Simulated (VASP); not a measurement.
Set up this calculation in VASP 6.6.1, as the native input.

```yaml
Task: relaxation of cell and atoms
Functional: PBEsol
Potentials_or_basis: VASP PAW PBE potentials, release 64 (Cu)
Cutoff: 600 eV
k_mesh: 18 × 18 × 18
Occupations: methfessel-paxton, width 0.1 eV
Spin: no spin polarisation
Further_INCAR_settings: ALGO = Normal; EDIFF = 1e-07; IBRION = 2; EDIFFG = -0.005; NSW = 90; ISIF = 3
```

The structure of Cu lies in POSCAR:

```
Cu                                      
1.0
    0.0000000000      1.7848606277      1.7848606277
    1.7848606277      0.0000000000      1.7848606277
    1.7848606277      1.7848606277      0.0000000000
  Cu            
     1
Direct
     0.0000000000000000    0.0000000000000000    0.0000000000000000
```

One way to write it, as run:

INCAR

```
PREC     = Accurate       # precision mode
ENCUT    = 600            # plane-wave cutoff, eV
EDIFF    = 1E-7           # SCF threshold, eV
ISMEAR   = 1              # smearing method
SIGMA    = 0.1            # smearing width, eV
LREAL    = F              # projectors in reciprocal space
LASPH    = T              # aspherical terms in the spheres
NELM     = 80             # most SCF steps
ALGO     = Normal         # electronic algorithm
ISIF     = 3              # what is computed and relaxed
LWAVE    = F              # write WAVECAR
LCHARG   = F              # write CHGCAR
GGA      = PS             # functional
IBRION   = 2              # ionic algorithm
NSW      = 90             # ionic steps
EDIFFG   = -0.005         # ionic threshold
```

KPOINTS

```
Automatic mesh
0
Gamma
  18 18 18
```

Potentials or basis: VASP PAW PBE potentials, release 64 (Cu).

The run is started by

```console
$ cat potpaw_PBE.64/Cu/POTCAR > POTCAR
$ mpirun -np 1 vasp_std > vasp.out
```

Results of the run:

| Item | Value |
| --- | --- |
| Pressure after relaxing | 0.0 GPa |
| Band gap on the k mesh | none (metal or under the smearing width) |

Caveat: the relaxation stopped at its first step, so nothing moved; the PAW data sets were made with another functional, which shifts forces and pressure a little.

Run time: 9 s on 1 thread of Intel(R) Xeon(R) 6975P-C (Granite Rapids), on a shared host, peak memory 0.14 GiB.
